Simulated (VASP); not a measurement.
The system is Au.

```
Au
1.0
     0.00000    2.03500    2.03500
     2.03500    0.00000    2.03500
     2.03500    2.03500    0.00000
Au
1
Cartesian
  0.0000 0.0000 0.0000
```

Base run:

- Program: VASP 6.6.1
- Functional: SCAN
- Potentials or basis: VASP PAW PBE potentials, release 64 (Au)
- Cutoff: 520 eV
- k mesh: 11 × 11 × 11
- Occupations: fermi-dirac, width 0.05 eV
- Spin: no spin polarisation

Its results: pressure 1.7 GPa.

Q: The run is repeated on the same cell with these changes: functional from SCAN to PBE; occupations from fermi-dirac, width 0.05 eV to gaussian, width 0.012 eV. What comes out?

A: Pressure 10.5 GPa.

Caveats: the PAW data sets were made with another functional, which shifts forces and pressure a little (some runs).
